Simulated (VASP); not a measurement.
# BeS: exact exchange and RPA correlation, part 4 of 6

How do cheaper functionals compare with the RPA for BeS, and at what cost? The scan starts from a database cell, scaled to the smallest volume of the series. The cell is of the zinc-blende type, one of the forms listed for this formula. The start is a cell from a database of measured crystal structures.

VASP 6.6.1, plane waves and PAW; the level of theory is named at each step.

So far. Step 16 (Orbitals, volume ratio 1): The run ends at a pressure of 2.27 GPa. Step 17 (Exact exchange, volume ratio 1): The Hartree-Fock energy on these orbitals is -7.7807 eV an atom.

The database entry behind the starting cell differs from later determinations by our own check (0.1 to 0.3 % short, probably kX units), so it need not match the best structure at ambient conditions.

### 18. Empty bands, volume ratio 1

This step: PBE; plane waves and PAW (S_GW, Be_GW) (VASP 6.6.1).

The empty bands are made again, for the run that follows.

INCAR reads:

```
SYSTEM = BeS
PREC = Accurate
ENCUT = 350
ISMEAR = 0
SIGMA = 0.05
LREAL = .FALSE.
GGA = PE
NBANDS = 440
ALGO = Exact
NELM = 1
LWAVE = .TRUE.
LCHARG = .FALSE.
LOPTICS = .TRUE.
NEDOS = 1000
CSHIFT = 0.1
```

POSCAR reads:

```
BeS
1.0
    0.0000000000      2.4250000000      2.4250000000
    2.4250000000      0.0000000000      2.4250000000
    2.4250000000      2.4250000000      0.0000000000
S Be
1 1
Direct
    0.7500000000      0.7500000000      0.7500000000
    0.0000000000      0.0000000000      0.0000000000
```

KPOINTS reads:

```
Automatic mesh
0
Gamma
4 4 4
0 0 0
```

Potentials, in the order of the species: S_GW and Be_GW (PBE family, release 64).

Launch:

```bash
$ mpirun -np 8 vasp_std
```

Output:

```text
[banner, memory and clock lines left out]
running    8 mpi-ranks, on    1 nodes
[...]
[... a notice as in an earlier step ...]

 LDA part: xc-table for (Slater+PW92), standard interpolation
 found WAVECAR, reading the header
  number of bands has changed, file:    10 present:   440
  trying to continue reading WAVECAR, but it might fail
 POSCAR, INCAR and KPOINTS ok, starting setup
[...]
reading WAVECAR
 random initialization beyond band           10
 the WAVECAR file was read successfully
 initial charge from wavefunction
 entering main loop
       N       E                     dE             d eps       ncg     rms          rms(c)
DIA:   1    -0.989658625911E+01   -0.98966E+01    0.00000E+00     0   0.000E+00
   1 F= -.98965863E+01 E0= -.98965863E+01  d E =-.641937E-12
 writing wavefunctions
 optical routines
 imaginary and real dielectric function
 recalculating local potential from charge density
 direction            1
 direction            2
 direction            3
```

Run time: 1.4 s. Hardware: 8 MPI ranks of Intel Xeon 6975P-C (Granite Rapids), shared host; peak memory 0.86 GiB.

Parts of OUTCAR (step 18):

```text
  Total        0.4047888      0.4047888      0.4047888     -0.0000000     -0.0000000      0.0000000
  in kB       22.7391286     22.7391286     22.7391286     -0.0000000     -0.0000000      0.0000000
  external PRESSURE =      22.7391286 kB  Pullay stress =       0.0000000 kB

 POSITION                                       TOTAL-FORCE (eV/Angst)
 -----------------------------------------------------------------------------------
      3.63750      3.63750      3.63750         0.000000      0.000000      0.000000
      0.00000      0.00000      0.00000        -0.000000     -0.000000     -0.000000
 -----------------------------------------------------------------------------------
    total drift:                               -0.000000     -0.000000     -0.000000

  FREE ENERGIE OF THE ION-ELECTRON SYSTEM (eV)
  ---------------------------------------------------
  free  energy   TOTEN  =        -9.8965862591 eV

  energy  without entropy=       -9.8965862591  energy(sigma->0) =       -9.89658626

[... 1 part as in an earlier step ...]

[... 2 further parts left out ...]
[key lines of the parts left out:]
E-fermi :   4.0466
```

WAVECAR now holds 440 bands for 8 electrons.

### 19. RPA correlation, volume ratio 1

This step: RPA correlation on PBE orbitals; plane waves and PAW (S_GW, Be_GW) (VASP 6.6.1).

RPA correlation at this point.

INCAR reads:

```
SYSTEM = BeS
PREC = Accurate
ENCUT = 350
ISMEAR = 0
SIGMA = 0.05
LREAL = .FALSE.
GGA = PE
NBANDS = 440
ALGO = ACFDT
ENCUTGW = 200
NOMEGA = 12
PRECFOCK = Fast
LWAVE = .FALSE.
LCHARG = .FALSE.
```

POSCAR is that of step 18.

KPOINTS is that of step 18.

Launch:

```bash
$ mpirun -np 8 vasp_std
```

Output:

```text
[banner, memory and clock lines left out]
running    8 mpi-ranks, on    1 nodes
[...]
[... a notice as in an earlier step ...]

 LDA part: xc-table for (Slater+PW92), standard interpolation
 found WAVECAR, reading the header
 POSCAR, INCAR and KPOINTS ok, starting setup
[...]
reading WAVECAR
 the WAVECAR file was read successfully
 initial charge from wavefunction
 available memory per node:    116.35 GB, setting MAXMEM to    119147

 The Fermi energy was updated, please check that it is located mid-gap
 values below the HOMO (VB) or above the LUMO (CB) will cause erroneous energies
 E-fermi :   5.3612

 the WAVEDER file was read successfully
 set NWRITE>2 for more details about minimax calculation
 number of imaginary grid points requested:      12
 number of distinct grids requested:  1
 quadrature errors minimized for energies in [ 0.309E+01, 0.353E+03 ]
 bosonic grid (T=0, re) determined with error: 0.4121E-08
 bosonic grid (re): 0.4121E-08
[...]
NQ=   2    0.2500    0.0000    0.0000,
|.........|.........|.........|.........
 performed       2678000 updates of chi_q(r,r)
 total number of BLAS operations        653.21 Gflops
NQ=   3    0.5000    0.0000    0.0000,
|.........|.........|.........|.........
 performed       4017000 updates of chi_q(r,r)
 total number of BLAS operations       1000.38 Gflops
NQ=   4    0.2500    0.2500    0.0000,
|.........|.........|.........|.........
 performed       5356000 updates of chi_q(r,r)
 total number of BLAS operations       1339.87 Gflops
NQ=   5    0.5000    0.2500    0.0000,
|.........|.........|.........|.........
 performed       6695000 updates of chi_q(r,r)
 total number of BLAS operations       1710.58 Gflops
NQ=   6   -0.2500    0.2500    0.0000,
|.........|.........|.........|.........
 performed       8034000 updates of chi_q(r,r)
 total number of BLAS operations       2057.75 Gflops
NQ=   7    0.5000    0.5000    0.0000,
|.........|.........|.........|.........
 performed       9373000 updates of chi_q(r,r)
 total number of BLAS operations       2444.56 Gflops
NQ=   8   -0.2500    0.5000    0.2500,
|.........|.........|.........|.........
 performed      10712000 updates of chi_q(r,r)
 total number of BLAS operations       2873.17 Gflops
 entering main loop
```

Elapsed: 11 s, on 8 MPI ranks; peak memory 1.2 GiB; 87 s of CPU time.

OUTCAR, selected parts (step 19):

```text
      cutoff energy     smooth cutoff   RPA   correlation   Hartree contr. to MP2
---------------------------------------------------------------------------------
            200.000           160.000      -11.5437612941      -17.6191170528
            190.476           152.381      -11.4845955247      -17.5544740187
            181.406           145.125      -11.4211124891      -17.4848595478
            172.768           138.214      -11.3539541300      -17.4108306079
            164.541           131.632      -11.2814987528      -17.3305644577
            156.705           125.364      -11.2034637747      -17.2437084606
            149.243           119.394      -11.1218151132      -17.1522647633
            142.136           113.709      -11.0344473901      -17.0538469884
  linear regression

[... 2 parts as in an earlier step ...]

[... 2 further parts left out ...]
[key lines of the parts left out:]
E-fermi :   5.3612
```

Extrapolated by the program to an infinite response cutoff, the correlation energy is -6.1519 eV an atom, +14 meV against the point before. With exact exchange the total is -13.9326 eV an atom.

### 20. Comparison: r2SCAN, volume ratio 1

This step: r2SCAN; plane waves and PAW (S_GW, Be_GW) (VASP 6.6.1).

The comparison at this point.

INCAR reads:

```
SYSTEM = BeS
PREC = Accurate
ENCUT = 350
EDIFF = 1E-06
NELM = 100
ISMEAR = 0
SIGMA = 0.05
LREAL = .FALSE.
ALGO = Normal
METAGGA = R2SCAN
LASPH = .TRUE.
NBANDS = 10
LWAVE = .FALSE.
LCHARG = .FALSE.
KPAR = 8
```

POSCAR is that of step 19.

KPOINTS is that of step 19.

Launch:

```bash
$ mpirun -np 8 vasp_std
```

Output:

```text
[... set-up lines as in an earlier step ...]
 entering main loop
       N       E                     dE             d eps       ncg     rms          rms(c)
DAV:   1     0.693669331300E+01    0.69367E+01   -0.33829E+03   160   0.543E+02
DAV:   2    -0.155538784746E+02   -0.22491E+02   -0.21990E+02   240   0.106E+02
DAV:   3    -0.162295970372E+02   -0.67572E+00   -0.67507E+00   198   0.172E+01
DAV:   4    -0.162389687742E+02   -0.93717E-02   -0.93695E-02   228   0.219E+00
[...]
DAV:  10    -0.146806826749E+02   -0.39356E-04   -0.63325E-05   190   0.665E-02    0.360E-03
DAV:  11    -0.146806837993E+02   -0.11244E-05   -0.18168E-06   192   0.899E-03    0.171E-03
DAV:  12    -0.146806846570E+02   -0.85773E-06   -0.10705E-07   104   0.263E-03
   1 F= -.14680685E+02 E0= -.14680685E+02  d E =-.466969E-12
```

Wall time 3.6 s (8 MPI ranks); peak memory 0.97 GiB; 25 s of CPU time.

From OUTCAR (step 20):

```text
  Total        0.3339010      0.3339010      0.3339010      0.0000000      0.0000000     -0.0000000
  in kB       18.7569880     18.7569880     18.7569880      0.0000000      0.0000000     -0.0000000
  external PRESSURE =      18.7569880 kB  Pullay stress =       0.0000000 kB

  FREE ENERGIE OF THE ION-ELECTRON SYSTEM (eV)
  ---------------------------------------------------
  free  energy   TOTEN  =       -14.6806846570 eV

  energy  without entropy=      -14.6806846570  energy(sigma->0) =      -14.68068466

[... 3 parts as in an earlier step ...]

[... 1 further part left out ...]
[key lines of the parts left out:]
E-fermi :   3.8325
```

Its energy is -7.3403 eV an atom, on a zero of its own.

### 21. Orbitals for comparison: HSE06, volume ratio 1

This step: PBE; plane waves and PAW (S_GW, Be_GW) (VASP 6.6.1).

Starting orbitals, as before.

INCAR reads:

```
SYSTEM = BeS
PREC = Accurate
ENCUT = 350
EDIFF = 1E-05
NELM = 100
ISMEAR = 0
SIGMA = 0.05
LREAL = .FALSE.
ALGO = Normal
GGA = PE
NBANDS = 10
LORBIT = 11
LWAVE = .TRUE.
LCHARG = .FALSE.
KPAR = 8
```

POSCAR is that of step 20.

KPOINTS is that of step 20.

Launch:

```bash
$ mpirun -np 8 vasp_std
```

Output:

```text
[... set-up lines as in an earlier step ...]
 entering main loop
       N       E                     dE             d eps       ncg     rms          rms(c)
[... 9 cycles as in an earlier step ...]
DAV:  10    -0.989658183464E+01   -0.74538E-05   -0.46766E-05   216   0.417E-02
   1 F= -.98965818E+01 E0= -.98965818E+01  d E =-.341878E-18
 writing wavefunctions
```

The job ended after 1.2 s (8 MPI ranks; peak memory 0.95 GiB; 4.8 s of CPU time).

Parts of OUTCAR (step 21):

```text
  Total        0.4048921      0.4048921      0.4048921     -0.0000000     -0.0000000      0.0000000
  in kB       22.7449337     22.7449337     22.7449337     -0.0000000     -0.0000000      0.0000000
  external PRESSURE =      22.7449337 kB  Pullay stress =       0.0000000 kB

  FREE ENERGIE OF THE ION-ELECTRON SYSTEM (eV)
  ---------------------------------------------------
  free  energy   TOTEN  =        -9.8965818346 eV

  energy  without entropy=       -9.8965818346  energy(sigma->0) =       -9.89658183

[... 3 parts as in an earlier step ...]

[... 1 further part left out ...]
[key lines of the parts left out:]
E-fermi :   4.1144
```

The run ends at a pressure of 2.27 GPa.

### 22. Comparison: HSE06, volume ratio 1

This step: HSE06; plane waves and PAW (S_GW, Be_GW) (VASP 6.6.1).

The comparison at this point.

INCAR reads:

```
SYSTEM = BeS
PREC = Accurate
ENCUT = 350
EDIFF = 1E-06
NELM = 100
ISMEAR = 0
SIGMA = 0.05
LREAL = .FALSE.
ALGO = Normal
LHFCALC = .TRUE.
AEXX = 0.25
GGA = PE
HFSCREEN = 0.2
LASPH = .TRUE.
NBANDS = 10
PRECFOCK = Fast
LWAVE = .FALSE.
LCHARG = .FALSE.
KPAR = 8
```

POSCAR is that of step 21.

KPOINTS is that of step 21.

The WAVECAR or CHGCAR of an earlier step is read.

Launch:

```bash
$ mpirun -np 8 vasp_std
```

Output:

```text
[... set-up lines as in an earlier step ...]
 entering main loop
       N       E                     dE             d eps       ncg     rms          rms(c)
DAV:   1    -0.112914166450E+02   -0.11291E+02   -0.18292E-01   168   0.258E+00    0.182E-01
DAV:   2    -0.112927045927E+02   -0.12879E-02   -0.55461E-03   204   0.540E-01    0.134E-01
DAV:   3    -0.112924714744E+02    0.23312E-03   -0.34879E-04   196   0.135E-01    0.838E-02
DAV:   4    -0.112923805269E+02    0.90948E-04   -0.62393E-05   204   0.487E-02    0.509E-02
DAV:   5    -0.112923497703E+02    0.30757E-04   -0.15441E-05   220   0.258E-02    0.306E-02
DAV:   6    -0.112923391519E+02    0.10618E-04   -0.41963E-06   224   0.144E-02    0.182E-02
DAV:   7    -0.112923354661E+02    0.36858E-05   -0.14364E-06   168   0.853E-03    0.107E-02
DAV:   8    -0.112923341816E+02    0.12845E-05   -0.39223E-07    88   0.499E-03    0.643E-03
DAV:   9    -0.112923337795E+02    0.40204E-06   -0.25641E-07    94   0.378E-03
   1 F= -.11292334E+02 E0= -.11292334E+02  d E =-.851591E-20
```

Run time: 5.4 s. Hardware: 8 MPI ranks; peak memory 1.6 GiB.

Parts of OUTCAR (step 22):

```text
 POSITION                                       TOTAL-FORCE (eV/Angst)
 -----------------------------------------------------------------------------------
      3.63750      3.63750      3.63750        -0.000000     -0.000000     -0.000000
      0.00000      0.00000      0.00000         0.000000      0.000000      0.000000
 -----------------------------------------------------------------------------------
    total drift:                                0.000002      0.000001      0.000001

  FREE ENERGIE OF THE ION-ELECTRON SYSTEM (eV)
  ---------------------------------------------------
  free  energy   TOTEN  =       -11.2923337795 eV

  energy  without entropy=      -11.2923337795  energy(sigma->0) =      -11.29233378

[... 2 parts as in an earlier step ...]

[... 1 further part left out ...]
[key lines of the parts left out:]
E-fermi :   3.4465
```

Its energy is -5.6462 eV an atom, on a zero of its own.

### 23. Orbitals, volume ratio 1.03

This step: PBE; plane waves and PAW (S_GW, Be_GW) (VASP 6.6.1).

The same chain follows at a volume ratio of 1.03.

INCAR reads:

```
SYSTEM = BeS
PREC = Accurate
ENCUT = 350
EDIFF = 1E-08
NELM = 100
ISMEAR = 0
SIGMA = 0.05
LREAL = .FALSE.
ALGO = Normal
GGA = PE
NBANDS = 10
LORBIT = 11
LWAVE = .TRUE.
LCHARG = .FALSE.
KPAR = 8
```

POSCAR reads:

```
BeS
1.0
    0.0000000000      2.4490114626      2.4490114626
    2.4490114626      0.0000000000      2.4490114626
    2.4490114626      2.4490114626      0.0000000000
S Be
1 1
Direct
    0.7500000000      0.7500000000      0.7500000000
    0.0000000000      0.0000000000      0.0000000000
```

KPOINTS is that of step 22.

Launch:

```bash
$ mpirun -np 8 vasp_std
```

Output:

```text
[... set-up lines as in an earlier step ...]
 entering main loop
       N       E                     dE             d eps       ncg     rms          rms(c)
DAV:   1     0.120810959389E+02    0.12081E+02   -0.34188E+03   160   0.556E+02
DAV:   2    -0.904654816213E+01   -0.21128E+02   -0.20340E+02   208   0.921E+01
DAV:   3    -0.100519096059E+02   -0.10054E+01   -0.10039E+01   222   0.214E+01
DAV:   4    -0.100685546060E+02   -0.16645E-01   -0.16640E-01   220   0.249E+00
[...]
DAV:  11    -0.990149048568E+01   -0.48631E-05   -0.84381E-06   184   0.186E-02    0.922E-04
DAV:  12    -0.990149038731E+01    0.98364E-07   -0.18149E-07   206   0.272E-03    0.357E-04
DAV:  13    -0.990149037932E+01    0.79944E-08   -0.26121E-08   186   0.116E-03
   1 F= -.99014904E+01 E0= -.99014904E+01  d E =-.219904E-13
 writing wavefunctions
```

The job ended after 1.2 s (8 MPI ranks; peak memory 0.96 GiB; 5.7 s of CPU time).

Parts of OUTCAR (step 23):

```text
  Total       -0.1009697     -0.1009697     -0.1009697      0.0000000      0.0000000      0.0000000
  in kB       -5.5067960     -5.5067960     -5.5067960      0.0000000      0.0000000      0.0000000
  external PRESSURE =      -5.5067960 kB  Pullay stress =       0.0000000 kB

 POSITION                                       TOTAL-FORCE (eV/Angst)
 -----------------------------------------------------------------------------------
      3.67352      3.67352      3.67352         0.000000     -0.000000      0.000000
      0.00000      0.00000      0.00000        -0.000000      0.000000     -0.000000
 -----------------------------------------------------------------------------------
    total drift:                               -0.000000     -0.000000     -0.000000

  FREE ENERGIE OF THE ION-ELECTRON SYSTEM (eV)
  ---------------------------------------------------
  free  energy   TOTEN  =        -9.9014903793 eV

  energy  without entropy=       -9.9014903793  energy(sigma->0) =       -9.90149038

[... 1 part as in an earlier step ...]

[... 2 further parts left out ...]
[key lines of the parts left out:]
E-fermi :   3.7733
```

The run ends at a pressure of -0.55 GPa.

### 24. Exact exchange, volume ratio 1.03

This step: Hartree-Fock energy on PBE orbitals; plane waves and PAW (S_GW, Be_GW) (VASP 6.6.1).

Exact exchange at this point.

INCAR reads:

```
SYSTEM = BeS
PREC = Accurate
ENCUT = 350
ISMEAR = 0
SIGMA = 0.05
LREAL = .FALSE.
GGA = PE
NBANDS = 10
ALGO = Eigenval
NELM = 1
LHFCALC = .TRUE.
AEXX = 1
ALDAC = 0
AGGAC = 0
PRECFOCK = Normal
LWAVE = .FALSE.
LCHARG = .FALSE.
```

POSCAR is that of step 23.

KPOINTS is that of step 23.

The WAVECAR or CHGCAR of an earlier step is read.

Launch:

```bash
$ mpirun -np 8 vasp_std
```

Output:

```text
[... set-up lines as in an earlier step ...]
 entering main loop
       N       E                     dE             d eps       ncg     rms          rms(c)
EIG:   1    -0.155827100785E+02   -0.15583E+02    0.00000E+00     0   0.000E+00
   1 F= -.15582710E+02 E0= -.15582710E+02  d E =-.551005E-32
```

It took 1.6 s on 8 MPI ranks; peak memory 0.77 GiB.

From OUTCAR (step 24):

```text
 POSITION                                       TOTAL-FORCE (eV/Angst)
 -----------------------------------------------------------------------------------
      3.67352      3.67352      3.67352         0.000000      0.000000     -0.000000
      0.00000      0.00000      0.00000        -0.000000     -0.000000      0.000000
 -----------------------------------------------------------------------------------
    total drift:                                0.000000      0.000000     -0.000000

  FREE ENERGIE OF THE ION-ELECTRON SYSTEM (eV)
  ---------------------------------------------------
  free  energy   TOTEN  =       -15.5827100785 eV

  energy  without entropy=      -15.5827100785  energy(sigma->0) =      -15.58271008

[... 2 parts as in an earlier step ...]

[... 1 further part left out ...]
[key lines of the parts left out:]
E-fermi :   3.9354
```

The Hartree-Fock energy on these orbitals is -7.7914 eV an atom.

### 25. Empty bands, volume ratio 1.03

This step: PBE; plane waves and PAW (S_GW, Be_GW) (VASP 6.6.1).

The empty bands are made again, for the run that follows.

INCAR reads:

```
SYSTEM = BeS
PREC = Accurate
ENCUT = 350
ISMEAR = 0
SIGMA = 0.05
LREAL = .FALSE.
GGA = PE
NBANDS = 440
ALGO = Exact
NELM = 1
LWAVE = .TRUE.
LCHARG = .FALSE.
LOPTICS = .TRUE.
NEDOS = 1000
CSHIFT = 0.1
```

POSCAR is that of step 24.

KPOINTS is that of step 24.

Launch:

```bash
$ mpirun -np 8 vasp_std
```

Output:

```text
[... set-up lines as in an earlier step ...]
 entering main loop
       N       E                     dE             d eps       ncg     rms          rms(c)
DIA:   1    -0.990149038037E+01   -0.99015E+01    0.00000E+00     0   0.000E+00
   1 F= -.99014904E+01 E0= -.99014904E+01  d E =-.926821E-34
 writing wavefunctions
 optical routines
 imaginary and real dielectric function
 recalculating local potential from charge density
 direction            1
 direction            2
 direction            3
```

Wall time 1.6 s (8 MPI ranks); peak memory 0.85 GiB.

OUTCAR, selected parts (step 25):

```text
  Total       -0.1010739     -0.1010739     -0.1010739     -0.0000000      0.0000000     -0.0000000
  in kB       -5.5124824     -5.5124824     -5.5124824     -0.0000000      0.0000000     -0.0000000
  external PRESSURE =      -5.5124824 kB  Pullay stress =       0.0000000 kB

 POSITION                                       TOTAL-FORCE (eV/Angst)
 -----------------------------------------------------------------------------------
      3.67352      3.67352      3.67352         0.000000      0.000000      0.000000
      0.00000      0.00000      0.00000        -0.000000     -0.000000     -0.000000
 -----------------------------------------------------------------------------------
    total drift:                               -0.000000     -0.000000     -0.000000

  FREE ENERGIE OF THE ION-ELECTRON SYSTEM (eV)
  ---------------------------------------------------
  free  energy   TOTEN  =        -9.9014903804 eV

  energy  without entropy=       -9.9014903804  energy(sigma->0) =       -9.90149038

[... 2 parts as in an earlier step ...]

[... 1 further part left out ...]
[key lines of the parts left out:]
E-fermi :   3.9477
```

(Part 4 of 6 ends here.)

[Lines on the potential files, build, host, timing and source positions are cut from VASP's logs without a mark.]

[Logs are printed without paths, hosts, clocks, repeated set-up lines and the standing remarks that a program may print on its own settings, such as how far it seeks lower states.]

[Hosts, paths, dates, database ids (printed as entryN), source tags and the programs' standing remarks are cut or masked in the printed files.]

[Pressures printed for these runs are not shown converged in the cutoff: they can be off by several GPa and have the wrong sign.]
